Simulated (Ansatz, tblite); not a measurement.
# Si with GFN1-xTB from a Python script

These are simulated results from tblite 0.8.0, not measurements. The cell was built from a prototype and was relaxed with r2SCAN in plane waves (Ansatz 0.2.0). Not every such cell is a known phase. All runs are without spin polarisation.

Space group P6_3/mmc (No. 194), hexagonal; conventional cell a = 3.840 Å, c = 12.624 Å, 20.15 Å³ an atom. Around Si lie 4 Si at 2.35 Å; around Si lie 4 Si at 2.35–2.38 Å.

tblite solves periodic systems at the zone centre alone, so the script builds a cluster of 3×3×1 conventional cells (72 atoms), which folds in a coarse mesh of k points.

Input script:

```python
import json
from ase import Atoms
from ase.build import make_supercell
from ase.units import Bohr, GPa, Hartree
from tblite.interface import Calculator

atoms = Atoms(['Si', 'Si', 'Si', 'Si', 'Si', 'Si', 'Si', 'Si'],
              cell=[[3.84017484, 0.0, 0.0], [-1.92008742, 3.32568897, 0.0], [0.0, 0.0, 12.6236709]],
              scaled_positions=[[0.0, 0.0, 0.000551678], [0.333333333, 0.666666667, 0.249668737], [0.0, 0.0, 0.500551678], [0.666666667, 0.333333333, 0.749668737], [0.0, 0.0, 0.186948322], [0.333333333, 0.666666667, 0.437831263], [0.0, 0.0, 0.686948322], [0.666666667, 0.333333333, 0.937831263]],
              pbc=True)
cluster = make_supercell(atoms, [[3, 0, 0], [0, 3, 0], [0, 0, 1]])
calc = Calculator('GFN1-xTB', cluster.numbers, cluster.positions / Bohr, lattice=cluster.cell[:] / Bohr, periodic=cluster.pbc)
calc.set('temperature', 0.02 / Hartree)
calc.set('max-iter', 150)
res = calc.singlepoint()
levels = res.get('orbital-energies') * Hartree
nv = round(res.get('orbital-occupations').sum() / 2)
cells = len(cluster) // len(atoms)
out = {'energy_per_cell': res.get('energy') * Hartree / cells, 'homo': levels[nv - 1], 'lumo': levels[nv],
       'stress': (-res.get('virial') * Hartree / cluster.get_volume() / GPa).tolist(), 'charges': res.get('charges')[:len(atoms)].tolist(), 'electrons': 2 * nv / cells}
json.dump(out, open('results.json', 'w'))
for key, value in out.items():
    print(key, value)
```

Command: `python run.py`. It took 4.4 s on 1 thread of Arm Neoverse V1 (shared host), peak memory 0.15 GiB.

What it printed:

```
------------------------------------------------------------
  cycle        total energy    energy error   density error
------------------------------------------------------------
      1     -131.0751594556  -1.3178352E+02   4.8051725E-01
      2     -131.6248403736  -5.4968092E-01   3.3448841E-01
      3     -131.6048575551   1.9982818E-02   1.6026613E-01
      4     -132.0198145969  -4.1495704E-01   9.3671412E-04
      5     -132.0198352203  -2.0623391E-05   1.9695849E-04
      6     -132.0198347005   5.1982232E-07   1.7988520E-04
      7     -132.0198401255  -5.4250548E-06   4.8938354E-05
      8     -132.0198398160   3.0955945E-07   4.7692127E-05
      9     -132.0198401786  -3.6260946E-07   9.5541959E-06
------------------------------------------------------------

 total:                                   3.690 sec
energy_per_cell -399.16031488610406
homo -6.865219154079974
lumo -6.357151174030505
stress [[11.68398577089771, -8.620861104638554e-05, 9.116025992248333e-07], [-8.62086110462228e-05, 11.683886006978112, 5.827943671642392e-07], [9.116025990763359e-07, 5.82794367462722e-07, 8.536927302225843]]
charges [-0.005256346710102111, 0.005232012619112103, -0.0052181863069398204, 0.0052778591050149926, -0.005259341663104933, 0.005251444026015517, -0.005205784578763528, 0.005244571102425155]
electrons 32.0
```

The cycle table is in hartree for the whole cluster, and the lines after it are in eV (the energy for one cell). The printed stress is in GPa and positive in compression, and the pressure is its mean diagonal.

GFN1-xTB gives a gap of 0.51 eV. On the same cell, plane-wave PBE (Ansatz, 12×12×2 k points and the special points) gives a gap of 0.57 eV and r2SCAN a gap of 0.76 eV; on shared hosts these took about 11 and 23 core-seconds on the 8-atom cell, against 4.4 for the script. Semilocal gaps usually lie below measured ones. xTB was fitted to molecules, so gaps, charges and pressures of solids can be far off, and the gap also depends on the size of the cluster.

The same script was run on cells scaled at fixed shape and fractional coordinates:

```
volume (Å³/atom)  energy (meV/atom)  pressure (GPa, positive in compression)  gap (eV)
           17.73              318.4                                    34.17      0.31
           18.94              115.3                                    20.45      0.42
           20.15                0.0                                    10.63      0.51
           21.36              -52.3                                     3.64      0.59
           22.57              -60.5                                    -1.11      0.66
```

A Birch-Murnaghan fit puts the minimum at 22.22 Å³/atom, 10.3 % above the given cell, with a bulk modulus of 84.7 GPa at fixed shape.

xTB was fitted mostly to molecules, and a small cluster samples few k points, so gaps, pressures and kinks along a curve can be far from a solid's.
